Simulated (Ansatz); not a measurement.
# AlNi: one atom moved over a plane

Aim: for AlNi, map the energy of atom 1 (Al) over a plane.

Computed with Ansatz 0.2.0 (DFT PBEsol, scalar-relativistic, plane waves, PAW, unless a step's input says otherwise).

2 further runs of the same task are left out: 2 set aside as unsound or not needed. Runs told in other sessions of the task aren't counted.

### Step 1. The structure to begin with

The structure is tetragonal, space group P4/mmm (No. 123). Conventional cell: a = 2.859 Å, b = 2.859 Å, c = 2.869 Å, α = 90.00°, β = 90.00°, γ = 90.00°. Al (site symmetry 4/mmm) has 8 Ni at 2.48 Å in its first shell of neighbours. Ni (site symmetry 4/mmm) is surrounded by 8 Al at 2.48 Å.

Structure file:

```xyz
2
Lattice="2.0213 -2.0213 0.0000 2.0213 2.0213 0.0000 0.0000 0.0000 2.8694" Properties=species:S:1:pos:R:3 pbc="T T T"
Al    0.0000    0.0000    0.0000
Ni    2.0213    0.0000    1.4347
```

It goes back to an entry of the Materials Project, which need not be the stable form.

This cell was relaxed beforehand with the same method: volume 11.72 Å³/atom, gap on the mesh none (metal).

### Step 2. The reference cell

The reference gives a free energy of -6330.8676 eV, pressure 0.02 GPa, largest force 0.000 eV/Å and gap on the mesh none (metal). It was computed beforehand with the settings of the runs below.

### Step 3. Next: one atom moved over a plane

Atom 1 (Al) is moved by p along (0.707, 0.707, 0.000) and q along (0.000, 0.000, 1.000) (Å), all else fixed; its images in the other cells move with it. Points alike by symmetry are run once.

### Step 4. At p = -0.200, q = -0.200

input.yaml

```yaml
crystal:
  lattice:
    - [2.0213280871, -2.0213497883, 0.0]
    - [2.0213280871, 2.0213497883, 0.0]
    - [0.0, 0.0, 2.8694088109]
  atoms:
    - { symbol: Al, position: [-3.756e-07, -0.0699641973, -0.0697007688] }
    - { symbol: Ni, position: [0.5, 0.5, 0.5] }
basis:
  ecutwfc: 420
kpoints:
  mp_grid: { grid: [20, 20, 20] }
hamiltonian:
  xc: pbesol
scf:
  occupations: { method: gaussian, width: 0.15 }
output:
  forces: true
  stress: true
  eigenvalues: true
  write_density: true
  write_potential: true
  elf: true
  volumetric_format: npy
```

Command:

```
$ ansatz run input.yaml --threads 2 --pin off --max-ram 5120MiB --backend cpu --events-out ev --progress --plain --runs-dir out
```

### Step 5. At p = -0.200, q = 0.000

Changes to input.yaml since step 4:

```diff
@@ -6,3 +6,3 @@
   atoms:
-    - { symbol: Al, position: [-3.756e-07, -0.0699641973, -0.0697007688] }
+    - { symbol: Al, position: [-3.756e-07, -0.0699641973, 0.0] }
     - { symbol: Ni, position: [0.5, 0.5, 0.5] }
@@ -20,5 +20 @@
   eigenvalues: true
-  write_density: true
-  write_potential: true
-  elf: true
-  volumetric_format: npy
```

### Step 6. Point p = 0.000, q = -0.200

Changes to input.yaml since step 5:

```diff
@@ -6,3 +6,3 @@
   atoms:
-    - { symbol: Al, position: [-3.756e-07, -0.0699641973, 0.0] }
+    - { symbol: Al, position: [0.0, 0.0, -0.0697007688] }
     - { symbol: Ni, position: [0.5, 0.5, 0.5] }
```

### Step 7. Point p = -0.200, q = -0.100

Changes to input.yaml since step 6:

```diff
@@ -6,3 +6,3 @@
   atoms:
-    - { symbol: Al, position: [0.0, 0.0, -0.0697007688] }
+    - { symbol: Al, position: [-3.756e-07, -0.0699641973, -0.0348503844] }
     - { symbol: Ni, position: [0.5, 0.5, 0.5] }
```

### Step 8. p = -0.100, q = -0.200

Changes to input.yaml since step 7:

```diff
@@ -6,3 +6,3 @@
   atoms:
-    - { symbol: Al, position: [-3.756e-07, -0.0699641973, -0.0348503844] }
+    - { symbol: Al, position: [-1.878e-07, -0.0349820986, -0.0697007688] }
     - { symbol: Ni, position: [0.5, 0.5, 0.5] }
```

### Step 9. At p = -0.100, q = 0.000

Changes to input.yaml since step 8:

```diff
@@ -6,3 +6,3 @@
   atoms:
-    - { symbol: Al, position: [-1.878e-07, -0.0349820986, -0.0697007688] }
+    - { symbol: Al, position: [-1.878e-07, -0.0349820986, 0.0] }
     - { symbol: Ni, position: [0.5, 0.5, 0.5] }
```

### Step 10. Point p = 0.000, q = -0.100

Changes to input.yaml since step 9:

```diff
@@ -6,3 +6,3 @@
   atoms:
-    - { symbol: Al, position: [-1.878e-07, -0.0349820986, 0.0] }
+    - { symbol: Al, position: [0.0, 0.0, -0.0348503844] }
     - { symbol: Ni, position: [0.5, 0.5, 0.5] }
```

### Step 11. p = -0.100, q = -0.100

Changes to input.yaml since step 10:

```diff
@@ -6,3 +6,3 @@
   atoms:
-    - { symbol: Al, position: [0.0, 0.0, -0.0348503844] }
+    - { symbol: Al, position: [-1.878e-07, -0.0349820986, -0.0348503844] }
     - { symbol: Ni, position: [0.5, 0.5, 0.5] }
```

(Steps that only read results are left out.)

Q: Predict the outcome of this session. Wanted: highest point; lowest point away from the origin.

**Answer**, as computed:

| quantity | value |
| --- | --- |
| highest point | 0.265 eV/cell at (p, q) = (-0.200, -0.200) |
| lowest point away from the origin | 0.031 eV/cell at (-0.100, 0.000) |

What this shows: No computed point lies below the origin. Read as harmonic, the points at ±0.100 Å give force constants of 6.21 eV/Å² along p and 6.22 eV/Å² along q, so the site is nearly isotropic in this plane. Spin polarisation is off in the runs that give these values; a magnetic solution could lie lower.
